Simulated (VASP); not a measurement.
Cs, 1 atom in the cell. The structure is monoclinic, space group C2/m (No. 12). The conventional cell has a = 6.038 Å, b = 8.676 Å, c = 5.110 Å, α = 90.00°, β = 120.26°, γ = 90.00°. This isn't the form of Cs at room conditions, which is bcc.

```yaml
Program: VASP 6.6.1
Task: single point
Functional: PBE
Potentials_or_basis: VASP PAW PBE potentials, release 64 (Cs_sv)
Cutoff: 520 eV
k_mesh: 9 × 9 × 9
Occupations: fermi-dirac, width 0.08 eV
Spin: no spin polarisation
Dipole_correction: no
Further_INCAR_settings: ALGO = Fast; EDIFF = 1e-07; NBANDS = 10
```

Potentials or basis: VASP PAW PBE potentials, release 64 (Cs_sv).

Command:

```bash
$ cat potpaw_PBE.64/Cs_sv/POTCAR > POTCAR
$ mpirun -np 1 vasp_std > vasp.out
```

Hardware: 1 thread of AMD EPYC 9R45 96-Core Processor (Zen 5), with other jobs on the host.

Estimate the wall time of this run.

Run time: 2.2 min on 1 thread of AMD EPYC 9R45 96-Core Processor (Zen 5) (shared host), peak memory 0.36 GiB. Counts: scf iterations 13, k points 205.
